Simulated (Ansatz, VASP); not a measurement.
## BaH4 in VASP and in Ansatz

File INCAR:

```
SYSTEM = BaH4
PREC = Accurate
ENCUT = 600
EDIFF = 1E-7
ISMEAR = 0
SIGMA = 0.02
LREAL = .False.
LASPH = .True.
NELM = 100
ALGO = Normal
ISIF = 4
LWAVE = .False.
LCHARG = .False.
GGA = PE
IBRION = 2
NSW = 50
EDIFFG = -0.01
```

Contents of KPOINTS:

```
Automatic mesh
0
Gamma
  6 6 6
  0 0 0
```

POSCAR

```
BaH4
1.0
    2.2230918467      1.2835026760      3.4170494792
   -2.2230918467      1.2835026760      3.4170494792
    0.0000000000     -2.5670053523      3.4170494791
Ba H
1 4
Direct
    0.0000000000      0.0000000000      0.0000000000
    0.7399634925      0.7399634925      0.7399634925
    0.2600365075      0.2600365075      0.2600365075
    0.4627000739      0.4627000739      0.4627000739
    0.5372999261      0.5372999261      0.5372999261
```

Input for Ansatz:

```yaml
crystal:
  lattice:
    - [2.2230918467, 1.283502676, 3.4170494792]
    - [-2.2230918467, 1.283502676, 3.4170494792]
    - [0.0, -2.5670053523, 3.4170494791]
  atoms:
    - { symbol: Ba, position: [0.0, 0.0, 0.0] }
    - { symbol: H, position: [0.7399634925, 0.7399634925, 0.7399634925] }
    - { symbol: H, position: [0.2600365075, 0.2600365075, 0.2600365075] }
    - { symbol: H, position: [0.4627000739, 0.4627000739, 0.4627000739] }
    - { symbol: H, position: [0.5372999261, 0.5372999261, 0.5372999261] }
basis:
  ecutwfc: 420
kpoints:
  mp_grid: { grid: [6, 6, 6] }
hamiltonian:
  xc: pbe
scf:
  occupations: { method: gaussian, width: 0.02 }
output:
  forces: true
  stress: true
  eigenvalues: true
relax:
  adjacent_minimum: "off"
  f_tol: 0.01
  max_steps: 30
  cell: { stress_tol: 0.1, fix: [volume] }
```

Alike in both runs: task relaxation of shape and atoms at fixed volume; functional PBE; k mesh 6 × 6 × 6; occupations gaussian, width 0.02 eV; no spin polarisation.

|  | VASP | Ansatz |
| --- | --- | --- |
| version | VASP 6.6.1 | Ansatz 0.2.0 |
| potentials or method | VASP PAW PBE potentials, release 64 (Ba_sv, H) | scalar-relativistic, plane waves, PAW |
| plane-wave cutoff (eV) | 600 | 420 |
| valence electrons in the cell | 14 | 14 |

```tsv
	VASP	Ansatz	Ansatz less VASP
gap on the k mesh at the Fermi level, each at its own relaxed structure (eV)	2.49	2.67	+0.187
relaxed volume (Å³/atom)	11.70	11.70	0.000
relaxed cell length with the largest relative difference (Å)	4.268	4.268	+0.0002
```

Caveats: spin-orbit coupling is left out, which moves the levels of the heavy elements. A k mesh can miss the band edges.
